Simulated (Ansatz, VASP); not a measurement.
**Two plane-wave programs on Ag**

```
Ag
1.0
     0.00000    2.12482    1.96138
     2.12482    0.00000    1.96138
     2.12482    2.12482    0.00000
Ag
1
Direct
  0.00000 0.00000 0.00000
```

Change from the starting cell: strain +0.040 along x and y, -0.040 along z, atoms carried along.

Alike in both runs: task single point; functional PBE; k mesh 20 × 20 × 20; occupations gaussian, width 0.15 eV; no spin polarisation.

|  | VASP | Ansatz |
| --- | --- | --- |
| version | VASP 6.6.1 | Ansatz 0.2.0 |
| potentials or method | VASP PAW PBE potentials, release 64 (Ag) | scalar-relativistic, plane waves, PAW |
| plane-wave cutoff (eV) | 520 | 420 |
| valence electrons in the cell | 11 | 19 |

Ansatz gave:

- gap on the k mesh at the Fermi level (eV): none
- pressure (GPa): 0.8
- largest component of the traceless stress (GPa): 1.40

Question: Estimate VASP's values.

Answer: gap on the k mesh at the Fermi level (eV): none; pressure (GPa): 0.7; largest component of the traceless stress (GPa): 1.38.

A gap of «none» marks a metal or a gap that the smearing closes. The two sets of potentials don't hold the same shells in valence.
